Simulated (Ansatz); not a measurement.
# MgO (Fm-3m) in Ansatz: a series of runs

Aim: see how the results for MgO move with the level of theory and the settings. Levels: PBE, PBE+D4, BLYP+D4. Tasks: single point, relaxation of cell and atoms.

Everything below comes from runs of Ansatz 0.2.0. Logs are shortened: lines on timing, memory, paths and dates and some standing lists are left out, and cuts for length are marked.

**What was measured.**

“Electronic structure of alkaline earth and post-transition metal oxides”, 2009, arxiv:0908.1581 quotes, for a bulk crystal of MgO: band gap 7.83 eV.

How close the calculation comes is told below.

**1. Starting point**

The structure is cubic, space group Fm-3m (No. 225). Conventional cell: a = 4.194 Å, b = 4.194 Å, c = 4.194 Å, α = 90.00°, β = 90.00°, γ = 90.00°. Mg (site symmetry m-3m) has 6 O at 2.10 Å as nearest neighbours. Around O (site symmetry m-3m) lie 6 Mg at 2.10 Å.

The cell is a database's computed one.

**2. Single point, PBE**

Input file input.yaml:

```yaml
crystal:
  lattice:
    - [0.0, 2.0970013927, 2.0970013927]
    - [2.0970013927, 0.0, 2.0970013927]
    - [2.0970013927, 2.0970013927, 0.0]
  atoms:
    - { symbol: Mg, position: [0.0, 0.0, 0.0] }
    - { symbol: O, position: [0.5, 0.5, 0.5] }
kpoints:
  mp_grid: { grid: [7, 7, 7] }
scf:
  occupations: { method: fermi_dirac, width: 0.02 }
hamiltonian:
  xc: pbe
  pseudopotentials: { kind: all_electron, lapw: { basis_error: 0.002 } }
output:
  forces: true
  stress: true
  eigenvalues: true
```

Potentials or basis: all-electron LAPW, scalar-relativistic.

On the command line:

```sh
ansatz run input.yaml --threads 1 --pin off --max-ram 3072MiB --backend cpu --events-out ev --progress --plain --runs-dir out
```

The program printed:

```text
Warning: RAYON_NUM_THREADS=1 ignored (pool sized by the plan → 1); use --threads N
LAPW: plane waves up to 8.727 Å⁻¹, error target 2.0e-3 eV per atom; small_component_spin mean_spin; O in spheres of 1.031 Å, 6 of its electrons in bands, Dirac shells []; Mg in spheres of 1.066 Å, 10 of its electrons in bands, Dirac shells [] (how accurate: hamiltonian.pseudopotentials.lapw.basis_error, Limitations)
Engine: ansatz 0.2.0, aarch64-unknown-linux-gnu
Pseudopotentials: kind: all_electron
Pseudopotential: Mg, LAPW, valence charge 10, lapw/all_electron/scalar/gaussian/Mg, Koelling and Harmon's equation, gaussian nucleus
Pseudopotential: O, LAPW, valence charge 6, lapw/all_electron/scalar/gaussian/O, Koelling and Harmon's equation, gaussian nucleus
Functional definition: PBE
  parameter kappa = 0.804
  parameter beta = 0.06672455060314922
  exchange = pbe_x(kappa = kappa, mu = beta*pi^2/3)
  correlation = pbe_c(beta = beta)
Crystal: 2 atoms, lattice volume = 18.443 Å³
Basis set: ecut = 290.1897321749593 eV, 181 PW (Γ), exchange–correlation at level 2
Bands: 12, of which v1, the nominal top of the filled ones, is band 8 counted from 1 (7 counted from 0)
Symmetry: 48 space group operations
Space group: Fm-3m (ITA 225), of the structure as read, at distance tolerance 2.6e-5 Å
k-points: 20 of 343
Non-local potential: Mg, projectors of the file, none
Non-local potential: O, projectors of the file, none
Initial density: superposition of atomic densities (chi_scale 0.1, normalization cell, long waves kept (reshape's long-wave potential 0.00 eV rms))
Initial wavefunctions: plane waves of lowest kinetic energy (no species holds an atomic orbital)
Functional: x = pbe(κ = 0.804, μ = 0.2195149727645171), c = pbe(β = 0.06672455060314922)
iter 1 solved again at ethr=1.42e-2 eV; its pass at ethr=1.00e-1 eV (dr2=2.28e0 eV) is discarded
SCF iter   1: F=—  HF=-7504.198508 eV  |F-HF|=—  |Δ(HF+E_count)|=         —  Δρ=1.07e-1  dr2=2.28e0  ethr=1.42e-2  ⟨swp⟩=2.0  Hψ=1643  notcnv=0
preconditioner: auto → none  [insulator: Δε(μ)=6.758 eV  Ē_g=20.439 eV  σ=0.020 eV  W_gap=1.00  n_scr=8 (ndim 8)  ℏωp=24.5 eV  f_vac=0.000  D(μ)=0.00/eV (n_scr^D=0)  ε∞_Penn≈2.4]
iter 2 solved again at ethr=2.11e-4 eV; its pass at ethr=1.42e-2 eV (dr2=3.37e-2 eV) is discarded
SCF iter   2: F=—  HF=-7502.931916 eV  |F-HF|=—  |Δ(HF+E_count)|=    1.27e0  Δρ=1.92e-2  dr2=3.36e-2  ethr=2.11e-4  ⟨swp⟩=2.7  Hψ=1317  notcnv=0
SCF iter   3: F=—  HF=-7502.647427 eV  |F-HF|=—  |Δ(HF+E_count)|=   2.84e-1  Δρ=1.61e-2  dr2=5.15e-2  ethr=2.10e-4  ⟨swp⟩=3.0  Hψ=866  notcnv=0
SCF iter   4: F=—  HF=-7502.646430 eV  |F-HF|=—  |Δ(HF+E_count)|=         —  Δρ=5.31e-4  dr2=1.81e-5  ethr=2.10e-4  ⟨swp⟩=2.6  Hψ=740  notcnv=0
the basis was enlarged: its passes take 183.9 KiB over the memory plan, 1 of 1 planned eigensolver slots
SCF iter   5: F=—  HF=-7502.646494 eV  |F-HF|=—  |Δ(HF+E_count)|=   6.36e-5  Δρ=1.74e-4  dr2=4.13e-6  ethr=1.13e-7  ⟨swp⟩=3.0  Hψ=723  notcnv=0
SCF iter   6: F=—  HF=-7502.646498 eV  |F-HF|=—  |Δ(HF+E_count)|=   4.12e-6  Δρ=4.25e-5  dr2=3.07e-7  ethr=2.58e-8  ⟨swp⟩=2.9  Hψ=663  notcnv=0
SCF iter   7: F=-7502.646498 eV  HF=-7502.646498 eV  |F-HF|=1.76e-10  |Δ(HF+E_count)|=   1.18e-7  Δρ=5.11e-6  dr2=4.30e-9  ethr=1.92e-9  ⟨swp⟩=2.0  Hψ=640  notcnv=0
SCF 1 converged in 7 iterations: F = -7502.646498 eV  dr2 = 4.30e-9
SCF converged after 7 iterations
Free energy (F): -7502.646498 eV
Harris-Foulkes:  -7502.646498 eV  (|F-HF|=1.76e-10)
Internal energy: -7502.646498 eV  (E = F + TS)
E sigma→0 (E₀):  -7502.646498 eV
Fermi energy:    10.451459 eV
--- Per-component energies (eV) ---
  E_band       = -294.585735
  E_kinetic    = 7508.692632
  E_xc         = -684.276409
  E_electrostatic = -14327.062721  (all electrons and nuclei)
  E_smearing   = -0.000000  (= −TS)
  E_closure    = 0.000000  (closes the sum)
  E_atoms      = -7490.792933  (free atoms, spherical and without spin; not in F)
  Σ components = -7502.646498   (vs F -7502.646498, Δ=0.00e0)
  Basis errors (estimates in eV, not in F): energy 7.0e-4 per atom: plane waves 6.1e-4 (3.5e-4 summed), levels above the bands 0.0e0, relativity 1.9e-7, radial functions 8.4e-5, core shells 3.4e-6; eigenvalues (radial functions only) 2.3e-4; not estimated: angular momenta, meshes, grids; target (lapw.basis_error) 2.0e-3; muffin-tin radii O 1.031 Å, Mg 1.066 Å
--- Forces (eV/Å), atoms counted from 1 ---
  atom   1  Mg     0.00000000     0.00000000    -0.00000000
  atom   2  O      0.00000000     0.00000000     0.00000000
  max |Σ_I F_I| component: 2.35e-30 eV/Å
--- Stress (GPa, compression-positive) ---
        6.974977      -0.000000      -0.000000
       -0.000000       6.974977      -0.000000
       -0.000000      -0.000000       6.974977
  P = ⅓ Tr σ = 6.9750 GPa (69.750 kbar)
--- Band table (eV; the first three rows and the last of 20) ---
  k-point 0: bands = ["-64.2589", "-30.9819", "-30.9819", "-30.9819", "-9.3060", "8.0085", "8.0085", "8.0085", "12.8723", "23.8936", "23.8936", "23.8936"]
  k-point 1: bands = ["-64.2571", "-30.9992", "-30.9836", "-30.9836", "-9.0839", "6.8182", "7.8740", "7.8740", "13.9992", "21.9149", "24.3529", "24.3529"]
  k-point 2: bands = ["-64.2532", "-31.0378", "-30.9876", "-30.9876", "-8.5376", "4.8637", "7.5883", "7.5883", "15.5217", "20.4991", "24.7934", "24.7934"]
  k-point 19: bands = ["-64.2468", "-31.0386", "-31.0356", "-31.0086", "-7.6931", "4.8430", "5.0454", "6.5358", "19.0311", "20.1572", "20.3847", "24.3709"]
```

Run time: 2.2 s. Hardware: 1 thread of Arm Neoverse V1, shared host; peak memory 0.21 GiB.

Results:

| Item | Value |
| --- | --- |
| Free energy | -7502.6465 eV |
| Pressure | 7.0 GPa |
| Band gap on the k mesh | 4.86 eV, direct |

**3. Single point, PBE**

Edit input.yaml of step 2 so:

```diff
@@ -9,8 +9,8 @@
 kpoints:
-  mp_grid: { grid: [7, 7, 7] }
+  mp_grid: { grid: [11, 11, 11] }
 scf:
-  occupations: { method: fermi_dirac, width: 0.02 }
+  occupations: { method: gaussian, width: 0.018 }
 hamiltonian:
   xc: pbe
-  pseudopotentials: { kind: all_electron, lapw: { basis_error: 0.002 } }
+  pseudopotentials: { kind: all_electron, lapw: { basis_error: 0.001 } }
 output:
```

Potentials or basis: all-electron LAPW, scalar-relativistic.

On the command line:

```sh
ansatz run input.yaml --threads 1 --pin off --max-ram 3072MiB --backend cpu --events-out ev --progress --plain --runs-dir out
```

Run time: 5.8 s. Hardware: 1 thread of Arm Neoverse V1, shared host; peak memory 0.27 GiB.

It converged, with:

| Property | Result |
| --- | --- |
| Free energy | -7502.6471 eV |
| Pressure | 7.0 GPa |
| Band gap on the k mesh | 4.86 eV, direct |

Levels at points of the mesh, in eV from the valence-band top:
| k point | band 5 | band 6 | band 7 | band 8 | band 9 | band 10 | band 11 | band 12 | band 13 |
| --- | --- | --- | --- | --- | --- | --- | --- | --- | --- |
| (0.00, 0.00, 0.00) | -38.99 | -17.31 | 0.00 | 0.00 | 0.00 | 4.86 | 15.89 | 15.89 | 15.89 |

**4. Relaxation of cell and atoms, PBE+D4**

Edit input.yaml of step 3 so:

```diff
@@ -11,5 +11,6 @@
 scf:
-  occupations: { method: gaussian, width: 0.018 }
+  occupations: { method: fermi_dirac, width: 0.05 }
 hamiltonian:
   xc: pbe
+  dispersion: d4
   pseudopotentials: { kind: all_electron, lapw: { basis_error: 0.001 } }
@@ -18,2 +19,5 @@
   stress: true
-  eigenvalues: true
+relax:
+  f_tol: 0.005
+  max_steps: 60
+  cell: {}
```

On the command line:

```sh
ansatz run input.yaml --threads 1 --pin off --max-ram 3072MiB --backend cpu --events-out ev --progress --plain --runs-dir out
```

Run time: 18 s. Hardware: 1 thread of Arm Neoverse V1, shared host; peak memory 0.28 GiB.

The run converged. Its results:

| Property | Result |
| --- | --- |
| Free energy | -7502.9878 eV |
| Relaxed volume | 9.44 Å³/atom |
| Relaxed cell | a = 2.988 Å, b = 2.988 Å, c = 2.988 Å, α = 60.00°, β = 60.00°, γ = 60.00° |
| Space group after relaxing (to 0.05 Å) | Fm-3m (No. 225) |
| Energy gained by relaxing | 2.4 meV/atom |
| Ionic steps | 5 |
| Pressure after relaxing | 0.0 GPa |
| Band gap on the k mesh | 4.64 eV |

The path:
| step | energy change (eV) | largest force (eV/Å) | volume (Å³) |
| --- | --- | --- | --- |
| 1 | 0.0000 | 0.0000 | 18.44 |
| 2 | -0.0032 | 0.0000 | 18.62 |
| 3 | -0.0049 | 0.0000 | 18.86 |
| 4 | -0.0049 | 0.0000 | 18.87 |
| 5 | -0.0049 | 0.0000 | 18.87 |

Final structure:
```cif
data_structure
_symmetry_space_group_name_H-M 'P 1'
_symmetry_Int_Tables_number 1
_cell_length_a 2.9884
_cell_length_b 2.9884
_cell_length_c 2.9884
_cell_angle_alpha 60.000
_cell_angle_beta 60.000
_cell_angle_gamma 60.000
_cell_volume 18.87
loop_
_atom_site_label
_atom_site_type_symbol
_atom_site_fract_x
_atom_site_fract_y
_atom_site_fract_z
_atom_site_occupancy
Mg1 Mg 0.00000 0.00000 0.00000 1
O1 O 0.50000 0.50000 0.50000 1
```

Caveat: an odd mesh through Γ misses points on the zone boundary, where band edges often lie.

**5. Relaxation of cell and atoms, BLYP+D4**

Edit input.yaml of step 4 so:

```diff
@@ -13,3 +13,3 @@
 hamiltonian:
-  xc: pbe
+  xc: blyp
   dispersion: d4
@@ -20,3 +20,3 @@
 relax:
-  f_tol: 0.005
+  f_tol: 0.01
   max_steps: 60
```

On the command line:

```sh
ansatz run input.yaml --threads 1 --pin off --max-ram 3072MiB --backend cpu --events-out ev --progress --plain --runs-dir out
```

It took 18 s on 1 thread of Arm Neoverse V1, shared host; peak memory 0.28 GiB.

The run converged. Its results:

| Item | Value |
| --- | --- |
| Free energy | -7508.5537 eV |
| Relaxed volume | 9.40 Å³/atom |
| Relaxed cell | a = 2.985 Å, b = 2.985 Å, c = 2.985 Å, α = 60.00°, β = 60.00°, γ = 60.00° |
| Space group after relaxing (to 0.05 Å) | Fm-3m (No. 225) |
| Energy gained by relaxing | 1.7 meV/atom |
| Ionic steps | 5 |
| Pressure after relaxing | 0.0 GPa |
| Band gap on the k mesh | 4.95 eV |

Step by step:
```
step  energy change (eV)  largest force (eV/Å)  volume (Å³)
   1              0.0000                0.0000        18.44
   2             -0.0022                0.0000        18.59
   3             -0.0034                0.0000        18.80
   4             -0.0034                0.0000        18.80
   5             -0.0034                0.0000        18.80
```

Final structure:
```yaml
crystal:
  lattice:
    - [0.00000, 2.11052, 2.11052]
    - [2.11052, 0.00000, 2.11052]
    - [2.11052, 2.11052, 0.00000]
  atoms:
    - { symbol: Mg, position: [0.00000, 0.00000, 0.00000] }
    - { symbol: O, position: [0.50000, 0.50000, 0.50000] }
```

Caveat: an odd mesh through Γ misses points on the zone boundary, where band edges often lie. As with any semilocal functional, this BLYP gap is likely too small.

**6. Summary**

```tsv
task	level	cell	k mesh	cutoff (eV)	smearing	basis error allowed	gap on the mesh (eV)	pressure (GPa)	relaxed volume (Å³/atom)
single point	PBE	as given	7 × 7 × 7	290	fermi-dirac 0.02 eV	0.002 eV/atom	4.86	7.0	-
single point	PBE	as given	11 × 11 × 11	316	gaussian 0.018 eV	0.001 eV/atom	4.86	7.0	-
relaxation of cell and atoms	PBE+D4	relaxed	11 × 11 × 11	-	fermi-dirac 0.05 eV	0.001 eV/atom	4.64	0.0	9.44
relaxation of cell and atoms	BLYP+D4	relaxed	11 × 11 × 11	-	fermi-dirac 0.05 eV	0.001 eV/atom	4.95	0.0	9.40
```

Alike in all rows: potentials or basis all-electron LAPW, scalar-relativistic; no spin polarisation.

Caveats: an odd mesh through Γ misses points on the zone boundary, where band edges often lie (some runs).

Compare energies only between runs with the same functional and basis.

**7. Against experiment**

Step 2. A measured gap of MgO is 7.83 eV (quoted in “Electronic structure of alkaline earth and post-transition metal oxides”, 2009, arxiv:0908.1581); the calculated 4.86 eV misses it by -2.97 eV. The value is that of PBE, without temperature or zero-point motion. Semilocal functionals fall short of measured gaps as a rule. The cell is a database's relaxed one, not the measured one, which moves gaps too.

Step 3. A measured gap of MgO is 7.83 eV (quoted in “Electronic structure of alkaline earth and post-transition metal oxides”, 2009, arxiv:0908.1581); the calculated 4.86 eV misses it by -2.97 eV. The value is that of PBE, without temperature or zero-point motion. Semilocal functionals fall short of measured gaps as a rule. The cell is a database's relaxed one, not the measured one, which moves gaps too.
